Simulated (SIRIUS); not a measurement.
Se under changes of volume

One of the cells (27.642 Å³/atom); the others are scaled copies at fixed shape and fractional positions:

```
Se
1.0
     4.38401    0.00000    0.00000
    -2.19201    3.79667    0.00000
     0.00000    0.00000    4.98223
Se
3
Direct
  0.78300 0.78300 0.50000
  0.00000 0.21700 0.83333
  0.21700 0.00000 0.16667
```

```yaml
Program: SIRIUS 7.12.0
Functional: PBE
Potentials_or_basis: all-electron FP-LAPW
Cutoff: 216 eV
Basis: apw+lo standard
k_mesh: 7 × 7 × 6
Occupations: fermi-dirac, width 0.05 eV
Spin: no spin polarisation
```

```csv
volume (Å³/atom),energy over the lowest point (meV/atom),gap on the mesh (eV)
25.474,115.78,1.24
26.016,83.67,1.22
26.558,57.43,1.20
27.642,20.07,1.15
28.184,?,?
28.726,0.00,1.12
```

**Question.** What does the run at 28.184 Å³/atom give?

**Answer.** Energy over the lowest point 8.19 meV/atom; gap on the mesh 1.14 eV.

Worked out: A Birch-Murnaghan fit of order 3 (a polynomial in V^(-2/3)) to the other rows has no minimum within the range. It gives 8.09 meV/atom at 28.184 Å³/atom, against the run's 8.19. A straight line through the other rows of the gap, of slope -1.03 eV per unit of ln V, gives 1.14 eV, against the run's 1.14.

Energies are extrapolated to zero smearing.

Caveats: an odd mesh through Γ misses points on the zone boundary, where band edges often lie. Spin-orbit coupling on Se is left out.
